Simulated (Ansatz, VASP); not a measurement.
Given: the input of a run of VASP 6.6.1 on Si.

Contents of INCAR:

```
SYSTEM = Si
PREC     = Accurate       ! precision mode
ENCUT    = 520            ! plane-wave cutoff, eV
EDIFF    = 1E-7           ! SCF threshold, eV
ISMEAR   = -1             ! smearing method
SIGMA    = 0.05           ! smearing width, eV
LREAL    = .False.        ! projectors in reciprocal space
LASPH    = .True.         ! aspherical terms in the spheres
NELM     = 80             ! most SCF steps
ALGO     = Normal         ! electronic algorithm
ISIF     = 2              ! what is computed and relaxed
LWAVE    = .False.        ! write WAVECAR
LCHARG   = .False.        ! write CHGCAR
GGA      = PE             ! functional
NBANDS   = 16             ! bands
```

The input KPOINTS:

```
regular mesh
0
Gamma
  8 8 8
  0 0 0
```

File POSCAR:

```
Si
1.0
   -3.2575590318      3.2575590318      1.8831422881
    3.2575590318     -3.2575590318      1.8831422881
    3.2575590318      3.2575590318     -1.8831422881
Si
4
Direct
    0.8211989400      0.1788010600      0.0000000000
    0.1788010600      0.8211989400      0.0000000000
    0.8211989400      0.8211989400      0.6423978800
    0.1788010600      0.1788010600      0.3576021200
```

Potentials or basis: VASP PAW PBE potentials, release 64 (Si).

Command:

```console
$ cat potpaw_PBE.64/Si/POTCAR > POTCAR
$ mpirun -np 1 vasp_std > vasp.out
```

**Question.** Translate it to Ansatz 0.2.0. Potentials there: Ansatz PAW.

**Answer.** As run (the cutoff follows the program's own potentials):

The input input.yaml:

```yaml
crystal:
  lattice:
    - [-3.2575590318, 3.2575590318, 1.8831422881]
    - [3.2575590318, -3.2575590318, 1.8831422881]
    - [3.2575590318, 3.2575590318, -1.8831422881]
  atoms:
    - { symbol: Si, position: [0.82119894, 0.17880106, 0.0] }
    - { symbol: Si, position: [0.17880106, 0.82119894, 0.0] }
    - { symbol: Si, position: [0.82119894, 0.82119894, 0.64239788] }
    - { symbol: Si, position: [0.17880106, 0.17880106, 0.35760212] }
hamiltonian:
  xc: pbe
  pseudopotentials: { kind: paw }
kpoints:
  mp_grid: { grid: [8, 8, 8] }
scf:
  occupations: { method: fermi_dirac, width: 0.05 }
output:
  forces: true
  stress: true
  eigenvalues: true
```

Potentials or basis: Ansatz PAW.

Command:

```console
$ ansatz run input.yaml --threads 2 --pin off --max-ram 5120MiB --backend cpu --events-out ev --progress --plain --runs-dir out
```

Both were run:

|  | VASP | Ansatz | Ansatz less VASP |
| --- | --- | --- | --- |
| gap on the k mesh at the Fermi level (eV) | 0.12 | 0.12 | -0.001 |
| least direct gap on the mesh (eV) | 0.31 | 0.31 | 0.000 |
| pressure (GPa) | 7.5 | 7.5 | +0.09 |
| largest component of the traceless stress (GPa) | 0.21 | 0.23 | +0.013 |
| rms of the force components (eV/Å) | 0.050 | 0.050 | +0.0001 |

Atom by atom the forces differ by 0.000 eV/Å (rms over components).

A k mesh can miss the band edges.
